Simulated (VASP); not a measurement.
# TaAs: molecular dynamics at constant energy

TaAs, I4_1md (no. 109), 8 atoms in the cell. PBE, molecular dynamics; PAW potentials Ta, As (PBE set).

Ensemble: NVE; Starting temperature (K): 1600.

## Input

INCAR:
```
ALGO     = Fast           # electronic algorithm
ANDERSEN_PROB= 0.0          
EDIFF    = 1E-6           # SCF threshold, eV
ENCUT    = 230            # plane-wave cutoff, eV
GGA      = PE             # functional
IBRION   = 0              # ionic algorithm
ISIF     = 2              # what is computed and relaxed
ISMEAR   = -1             # smearing method
ISYM     = 0            
KPAR     = 2            
LASPH    = T              # aspherical terms in the spheres
LCHARG   = F              # write CHGCAR
LREAL    = Auto         
LWAVE    = F              # write WAVECAR
MDALGO   = 1            
NELM     = 60             # most SCF steps
NELMIN   = 4            
NSW      = 60             # ionic steps
POTIM    = 3.0            # step
PREC     = Normal         # precision mode
RANDOM_SEED= 456266 0 0   
SIGMA    = 0.069          # smearing width, eV
TEBEG    = 1600          
```

KPOINTS:
```
k-points
0
Monkhorst-Pack
  4 4 1
```

POSCAR:
```
TaAs
1.0
    3.4436267244      0.0000000000      0.0000000000
    0.0000000000      3.4436267244      0.0000000000
    0.0000000000      0.0000000000     11.7358830722
Ta As
4 4
Direct
    0.0000000000      0.0000000000      0.2499673000
    0.5000000000      0.0000000000      0.9999673000
    0.5000000000      0.5000000000      0.7499673000
    0.0000000000      0.5000000000      0.4999673000
    0.0000000000      0.0000000000      0.8326321200
    0.0000000000      0.5000000000      0.0826321200
    0.5000000000      0.5000000000      0.3326321200
    0.5000000000      0.0000000000      0.5826321200
```

Commands:
```
cat potpaw_PBE.64/Ta/POTCAR potpaw_PBE.64/As/POTCAR > POTCAR
mpirun -np 2 vasp_std > vasp.out
```

## Result

- Rise of the mean potential energy above the start (meV/atom): 91.0
- Mean temperature (K): 796
- Standard error of the mean temperature (K): 110
- Relative fluctuation of the kinetic energy: 0.421
- Canonical value of that fluctuation: 0.309
- Electronic steps per ionic step after the first: 4.7

Course of the run:

| Time (fs) | Temperature (K) | Potential energy less the first (meV/atom) |
|---|---|---|
| 3 | 1599 | 0.0 |
| 18 | 1141 | 52.0 |
| 30 | 593 | 114.2 |
| 45 | 504 | 124.2 |
| 57 | 821 | 88.1 |
| 72 | 928 | 75.9 |
| 84 | 572 | 116.3 |
| 99 | 223 | 156.1 |
| 111 | 524 | 122.0 |
| 126 | 1139 | 52.0 |
| 138 | 1214 | 43.6 |
| 153 | 820 | 88.4 |
| 165 | 595 | 113.9 |
| 180 | 735 | 97.9 |

The mean temperature lies below the starting 1600 K, since the atoms start on their sites and part of their kinetic energy turns into potential energy.

REPORT:
```
MDALGO =   1
         ANDERSEN_PROB =  0.00000000
               SCALING =       0
                 CNEXP =     9.000   14.000
           RANDOM_SEED =            456266                0                0

   original number of atomic DOF:         21
   number of independent constraints:      0
   number of active DOF:                  21

========================================
         MD step No.       1
========================================

  Atomic velocities initialized by STEP_tb

  >Energies
                    E_tot             E_pot             E_kin               EPS                ES
   e_b>   -0.69145308E+02   -0.70591673E+02    0.14463659E+01    0.00000000E+00    0.00000000E+00

  >Temperature
               T_sim     T_inst
   tmprt>   1600.000   1598.503

  >Thermostat, num. of collisions:                0

           RANDOM_SEED =            456266               96                0

[... steps left out ...]

========================================
         MD step No.      60
========================================

  >Energies
                    E_tot             E_pot             E_kin               EPS                ES
   e_b>   -0.69143067E+02   -0.69808535E+02    0.66546867E+00    0.00000000E+00    0.00000000E+00

  >Temperature
               T_sim     T_inst
   tmprt>   1600.000    735.466

  >Thermostat, num. of collisions:                0

           RANDOM_SEED =            456266             2928                0
```

OSZICAR:
```
N       E                     dE             d eps       ncg     rms          rms(c)
DAV:   1     0.634741319875E+02    0.63474E+02   -0.10274E+04   400   0.701E+02
DAV:   2    -0.662152083888E+02   -0.12969E+03   -0.12752E+03   516   0.152E+02
DAV:   3    -0.741508077937E+02   -0.79356E+01   -0.78758E+01   552   0.375E+01
DAV:   4    -0.742856037151E+02   -0.13480E+00   -0.13452E+00   536   0.530E+00
DAV:   5    -0.742897307543E+02   -0.41270E-02   -0.41254E-02   576   0.772E-01    0.329E+01
RMM:   6    -0.707311496819E+02    0.35586E+01   -0.83232E+00   401   0.111E+01    0.163E+01
RMM:   7    -0.708808953685E+02   -0.14975E+00   -0.11633E+01   401   0.118E+01    0.277E+00
RMM:   8    -0.707404844887E+02    0.14041E+00   -0.45100E+00   400   0.864E+00    0.437E+00
RMM:   9    -0.705765198748E+02    0.16396E+00   -0.51440E-01   400   0.371E+00    0.393E-01
RMM:  10    -0.706026085006E+02   -0.26089E-01   -0.29527E-01   438   0.174E+00    0.633E-01
RMM:  11    -0.706019741269E+02    0.63437E-03   -0.38197E-02   444   0.746E-01    0.620E-01
RMM:  12    -0.705951306561E+02    0.68435E-02   -0.94988E-03   421   0.371E-01    0.510E-01
[... left out ...]
     58 T=   637. E= -.69142427E+02 F= -.69718646E+02 E0= -.69717693E+02  EK= 0.57622E+00 SP= 0.00E+00 SK= 0.00E+00
     59 T=   682. E= -.69142734E+02 F= -.69760145E+02 E0= -.69759219E+02  EK= 0.61741E+00 SP= 0.00E+00 SK= 0.00E+00
[... last step whole ...]
       N       E                     dE             d eps       ncg     rms          rms(c)
DAV:   1    -0.698085197988E+02   -0.48375E-01   -0.10409E-02   794   0.115E+00    0.718E-03
RMM:   2    -0.698085309221E+02   -0.11123E-04   -0.22967E-04   400   0.786E-02    0.471E-03
RMM:   3    -0.698085345979E+02   -0.36758E-05   -0.37074E-05   451   0.261E-02    0.344E-03
RMM:   4    -0.698085353514E+02   -0.75347E-06   -0.80739E-06   349   0.105E-02
     60 T=   735. E= -.69143067E+02 F= -.69808535E+02 E0= -.69807647E+02  EK= 0.66547E+00 SP= 0.00E+00 SK= 0.00E+00
```

Limits: 180 fs of 8 atoms are too short for converged averages; the cell is only 3.4 Å across, so each atom moves in step with near copies of itself.

VASP 6.6.1 took 229 s on 2 cores (AMD EPYC 7R43 (Zen 3)), a shared host.
